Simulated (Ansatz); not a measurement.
# Optical response of AlAs, part 2 of 2

Aim: the dielectric function of AlAs, and the optical constants that follow from it.

Ansatz 0.2.0; DFT, PBE, plane-wave PAW, default files, scalar-relativistic, independent-particle optical response without local fields.

So far. Step 2 (Ground state and bands): There is a gap, 1.44 eV on the path, so no carriers' term is needed. The cell is left with a pressure of 2.6 GPa, as it stands unrelaxed at this level.

## Step 3: Spectrum

With the density converged, the vertical transitions are summed over the zone.

This step: DFT, PBE, plane-wave PAW, default files, scalar-relativistic, independent-particle optical response without local fields (Ansatz 0.2.0).

input.yaml reads:

```yaml
crystal:
  lattice:
    - [0.0, 2.8304, 2.8304]
    - [2.8304, 0.0, 2.8304]
    - [2.8304, 2.8304, 0.0]
  atoms:
    - { symbol: As, position: [0.75, 0.75, 0.75] }
    - { symbol: Al, position: [0.0, 0.0, 0.0] }
kpoints:
  mp_grid: { grid: [7, 7, 7] }
scf:
  occupations: { method: fixed }
hamiltonian:
  xc: pbe
  pseudopotentials: { kind: paw }
output:
  optics:
    e_range: [0, 20]
    de: 0.05
    sigma: 0.1
    nscf_kmesh: { grid: [10, 10, 10] }
    bands: { spectra_wanted_up_to: 20 }
```

Command:

```sh
ansatz run input.yaml --threads 4 --pin off --max-ram 8192MiB --backend cpu --events-out ev --progress --plain --runs-dir out
```

Numbers of over 12 decimals in the logs are rounded to 6 here.

Log:

```text
[...]
Crystal: 2 atoms, lattice volume = 45.350 Å³
Basis set: ecut = 420 eV, 893 PW (Γ)
Bands: 13, of which v1, the nominal top of the filled ones, is band 9 counted from 1 (8 counted from 0)
Symmetry: 24 space group operations
[...]
k-points: 20 of 343 (time reversal used)
[...]
SCF iter   1: F=—  HF=-5394.599660 eV  |F-HF|=—  |Δ(HF+E_count)|=         —  Δρ=1.58e-3  dr2=2.09e-3  ethr=1.77e-3  ⟨swp⟩=4.8  Hψ=1340  notcnv=0  defer=34
[...]
SCF iter   7: F=-5394.598939 eV  HF=-5394.598939 eV  |F-HF|=9.09e-13  |Δ(HF+E_count)|=  7.08e-10  Δρ=1.62e-7  dr2=9.09e-12  ethr=1.00e-12  ⟨swp⟩=2.0  Hψ=1037  notcnv=0
SCF 1 converged in 7 iterations: F = -5394.598939 eV  dr2 = 9.09e-12
[...]
NSCF: frozen V_eff on 47 k-points
[...]
output.optics: what the bands over the 31 summed would add to eps1, eps2 and the energy-loss function is held between a lower and an upper bound (6 Lanczos steps). eps1, eps2 and their loss function (loss_summed_bands) are given on every row as the summed bands alone make them. Along an axis, on a row where the two bounds hold the loss function to about 1 % of the greater of itself and 0.5 % of |1/eps|, its cell (loss_completed) is given, with the completed eps1 and eps2 that it is formed of (a cell that is left empty reads nan in the table and null in the record). The two bounds hold it so along every axis on all 401 rows up to 20.000 eV. [rest of the remark cut]
SCF converged after 7 iterations
Free energy (F): -5394.598939 eV
[...]
Internal energy: -5394.598939 eV  (E = F + TS)
E sigma→0 (E₀):  -5394.598939 eV
Fermi energy:    6.368549 eV
[...]
--- Band table (eV; the first three rows and the last of 20) ---
  k-point 0: bands = [... 5 lower, -5.4950, 6.3685, 6.3685, 6.3685, 8.4224, 10.6710, 10.6710, 10.6710]
  k-point 1: bands = [... 5 lower, -5.2966, 4.6590, 6.1664, 6.1664, 9.2014, 11.0193, 11.0193, 11.2654]
  k-point 2: bands = [... 5 lower, -4.7638, 2.4867, 5.8069, 5.8069, 8.8799, 11.2936, 11.2936, 13.3445]
  k-point 19: bands = [... 5 lower, -3.5528, 1.2906, 2.9958, 4.0623, 9.8868, 11.9177, 12.7044, 13.1976]
```

The job ended after 9.1 s (4 threads of Arm Neoverse V1, shared host; peak memory 0.61 GiB).

Numbers from this step:

- electronic dielectric constant ε∞, mean over x, y and z (by symmetry where fewer were run): 9.870
- absorption onset, first axis (α over 10⁴ cm⁻¹, or the direct gap if that lies higher): 2.126 eV
- main peak of Im epsilon, first axis: 4.248 eV
- centre of weight of the strongest loss peak in the window: 16.23 eV
- photocurrent from vertical transitions in a film 500 nm thick on a perfect mirror (two passes), AM1.5G, no front reflection, all carriers collected: 11.77 mA/cm²
- least direct gap on the mesh: 2.054 eV
- bands summed: 31
- spectra valid up to: 27.13 eV
- program's estimate of the k-sum error in Im epsilon: 0.17 %
- electrons in the f-sum: 8.523

The Im ε, any direction has structure finer than the step of the table below, so its rows give means over 0.5 eV, whole bins alone (the curve runs from 0 to 20 eV). Peaks (eV: height): 4.25: 43.4.

The Im ε, any direction by photon energy; means over each step:

| photon energy (eV) | Im ε, any direction |
| --- | --- |
| 1.5 | 0 |
| 2.0 | 0.172 |
| 2.5 | 0.978 |
| 3.0 | 6.61 |
| 3.5 | 11.5 |
| 4.0 | 26.3 |
| 4.5 | 25.0 |
| 5.0 | 12.7 |
| 5.5 | 13.0 |
| 6.0 | 7.94 |
| 6.5 | 5.78 |
| 7.0 | 4.31 |
| 7.5 | 3.33 |
| 8.0 | 2.84 |
| 8.5 | 2.09 |
| 9.0 | 1.76 |
| 9.5 | 1.42 |
| 10.0 | 1.13 |
| 10.5 | 0.854 |
| 11.0 | 0.632 |
| 11.5 | 0.543 |
| 12.0 | 0.440 |
| 12.5 | 0.381 |
| 13.0 | 0.330 |
| 13.5 | 0.321 |
| 14.0 | 0.303 |
| 14.5 | 0.288 |
| 15.0 | 0.304 |
| 15.5 | 0.258 |
| 16.0 | 0.205 |
| 16.5 | 0.181 |
| 17.0 | 0.165 |
| 17.5 | 0.163 |
| 18.0 | 0.190 |
| 18.5 | 0.151 |
| 19.0 | 0.122 |
| 19.5 | 0.110 |

The Re ε, any direction by photon energy:

photon energy (eV), Re ε, any direction and a bar from the least value:
```
        0        9.9 ################
        1       10.4 #################
        2       12.8 ###################
        3       23.2 #############################
        4       24.0 ##############################
        5       -4.0 ##
        6       -6.4 
        7       -4.6 ##
        8       -3.6 ###
        9       -2.5 ####
       10       -2.0 ####
       11       -1.4 #####
       12       -0.9 #####
       13       -0.5 ######
       14       -0.3 ######
       15       -0.1 ######
       16        0.0 ######
       17        0.1 ######
       18        0.2 #######
       19        0.3 #######
       20        0.4 #######
```

Table of loss function −Im 1/ε at q → 0, any direction by energy loss; read off at these points:

energy loss (eV), loss function −Im 1/ε at q → 0, any direction and a bar:
```
     2.00       0.00 
     2.50       0.00 
     3.00       0.01 
     3.50       0.03 
     4.00       0.02 
     4.50       0.04 
     5.00       0.07 
     5.50       0.06 
     6.00       0.08 
     6.50       0.09 #
     7.00       0.11 #
     7.50       0.12 #
     8.00       0.14 #
     8.50       0.15 #
     9.00       0.19 #
     9.50       0.20 #
    10.00       0.21 #
    10.50       0.23 #
    11.00       0.27 ##
    11.50       0.35 ##
    12.00       0.42 ##
    12.50       0.59 ###
    13.00       0.82 #####
    13.50       1.23 #######
    14.00       1.73 ##########
    14.50       2.50 ##############
    15.00       2.77 ################
    15.50       3.35 ###################
    16.00       4.85 ############################
    16.30       5.22 ##############################
    16.50       4.83 ############################
    17.00       3.67 #####################
    17.50       2.33 #############
    18.00       2.08 ############
    18.50       1.86 ###########
    19.00       1.20 #######
    19.50       0.87 #####
    20.00       0.70 ####
```

Values under 1 per cm are given as 1. The absorption coefficient, any direction by photon energy:

photon energy (eV), log10 absorption coefficient, any direction (1/cm) and a bar:
```
     0.00        0.0 
     1.00        0.0 
     2.00        3.2 ###############
     3.00        5.3 #########################
     4.00        6.0 #############################
     5.00        6.2 ##############################
     6.00        6.2 ##############################
     7.00        6.2 ##############################
     8.00        6.2 ##############################
     9.00        6.2 ##############################
    10.00        6.2 ##############################
    11.00        6.1 #############################
    12.00        6.1 #############################
    13.00        6.0 #############################
    14.00        5.9 ############################
    15.00        5.9 ############################
    16.00        5.7 ############################
    17.00        5.5 ###########################
    18.00        5.6 ###########################
    19.00        5.3 ##########################
    20.00        5.2 #########################
```

Refractive index n and extinction k against photon energy:

| photon energy (eV) | n | k |
| --- | --- | --- |
| 0.0 | 3.14 | 0 |
| 0.5 | 3.16 | 0 |
| 1.0 | 3.22 | 0 |
| 1.5 | 3.35 | 0 |
| 2.0 | 3.58 | 0.00800 |
| 2.5 | 3.90 | 0.124 |
| 3.0 | 4.86 | 0.640 |
| 3.5 | 4.33 | 1.24 |
| 4.0 | 5.39 | 2.24 |
| 4.5 | 2.61 | 4.08 |
| 5.0 | 2.11 | 2.91 |
| 5.5 | 2.18 | 3.37 |
| 6.0 | 1.34 | 2.87 |
| 6.5 | 1.09 | 2.61 |
| 7.0 | 0.919 | 2.34 |
| 7.5 | 0.756 | 2.12 |
| 8.0 | 0.703 | 2.01 |
| 8.5 | 0.566 | 1.85 |
| 9.0 | 0.543 | 1.66 |
| 9.5 | 0.446 | 1.57 |
| 10.0 | 0.385 | 1.47 |
| 10.5 | 0.316 | 1.35 |
| 11.0 | 0.259 | 1.21 |
| 11.5 | 0.252 | 1.09 |
| 12.0 | 0.222 | 0.982 |
| 12.5 | 0.219 | 0.870 |
| 13.0 | 0.212 | 0.763 |
| 13.5 | 0.240 | 0.676 |
| 14.0 | 0.257 | 0.595 |
| 14.5 | 0.281 | 0.509 |
| 15.0 | 0.325 | 0.480 |
| 15.5 | 0.303 | 0.434 |
| 16.0 | 0.311 | 0.330 |
| 16.5 | 0.362 | 0.252 |
| 17.0 | 0.415 | 0.199 |
| 17.5 | 0.485 | 0.166 |
| 18.0 | 0.525 | 0.195 |
| 18.5 | 0.512 | 0.145 |
| 19.0 | 0.550 | 0.108 |
| 19.5 | 0.588 | 0.0924 |
| 20.0 | 0.618 | 0.0857 |

At chosen wavelengths:

| wavelength (nm) | n | k | R (%) | 1/α |
| --- | --- | --- | --- | --- |
| 1550 | 3.19 | 0.000 | 27.4 | over 1 mm |
| 633 | 3.55 | 0.003 | 31.4 | 16 µm |
| 450 | 4.21 | 0.167 | 38.0 | 214 nm |
| 405 | 4.86 | 0.955 | 44.8 | 34 nm |
| 365 | 4.28 | 1.292 | 42.1 | 22 nm |
| 248 | 2.11 | 2.909 | 53.5 | 6.8 nm |
| 193 | 1.14 | 2.658 | 60.8 | 5.8 nm |

Rows near the edge hang on the gap, which this functional as a rule makes too small, and phonon-assisted absorption is left out.

A film 1 µm thick would pass 13 % of daylight and look orange in transmission (x = 0.589, y = 0.391). A larger true gap would move the edge to shorter wavelengths and change the colour.

The f-sum over the summed bands holds 8.5 of the cell's 18 electrons outside the frozen cores, 10 of which lie in bands more than 12 eV below the Fermi level, whose transitions come at higher energies. Up to 20 eV the strength has a mean oscillator energy of 5.1 eV, close to the main peak.

## Step 4: Outcome

```json
{
 "gap on the path": "1.44 eV",
 "least direct gap on the path": "2.05 eV",
 "electronic dielectric constant ε∞, mean over x, y and z (by symmetry where fewer were run) (independent particles)": "9.87",
 "absorption onset, first axis (α over 10⁴ cm⁻¹, or the direct gap if that lies higher)": "2.13 eV",
 "main peak of Im epsilon, first axis": "4.25 eV",
 "centre of weight of the strongest loss peak in the window, first axis": "16.2 eV",
 "photocurrent from vertical transitions in a film 500 nm thick on a perfect mirror (two passes), AM1.5G, no front reflection, all carriers collected": "11.8 mA/cm²"
}
```

In words: At this level (PBE, independent particles) AlAs has ε∞ = 9.87 and n = 3.19 at 1550 nm; absorption sets in near 2.1 eV, and Im ε peaks at 4.2 eV. The gap is indirect (1.44 eV), so absorption without phonons can begin only at the direct gap of 2.05 eV. The absorption coefficient passes 10⁴ cm⁻¹ at 2.13 eV, inside the visible range. The strongest loss structure up to 20 eV has its centre of weight at 16.2 eV; a free-electron gas of the 8.5 electrons in the f-sum would put its plasmon at 16.1 eV. Distinct maxima of Im ε, read by a parabola through the highest points, lie at 4.25 eV (43) and 5.44 eV (16). The f-sum over the summed bands holds 8.5 of the cell's 18 electrons outside the frozen cores, 10 of which lie in bands more than 12 eV below the Fermi level, whose transitions come at higher energies. Up to 20 eV the strength has a mean oscillator energy of 5.1 eV, close to the main peak. A film 1 µm thick would pass 13 % of daylight and look orange in transmission (x = 0.589, y = 0.391). A larger true gap would move the edge to shorter wavelengths and change the colour. Excitons and phonon-assisted transitions are missing, and so are local fields; PBE gaps are as a rule too small, which pulls the onset down and ε∞ up. In the base run ε includes the program's bounded estimate of what the bands above those summed add.

[Logs are printed without paths, hosts, clocks, repeated set-up lines and the standing remarks that a program may print on its own settings, such as how far it seeks lower states.]

[Hosts, paths, dates, database ids (printed as entryN), source tags and the programs' standing remarks are cut or masked in the printed files.]
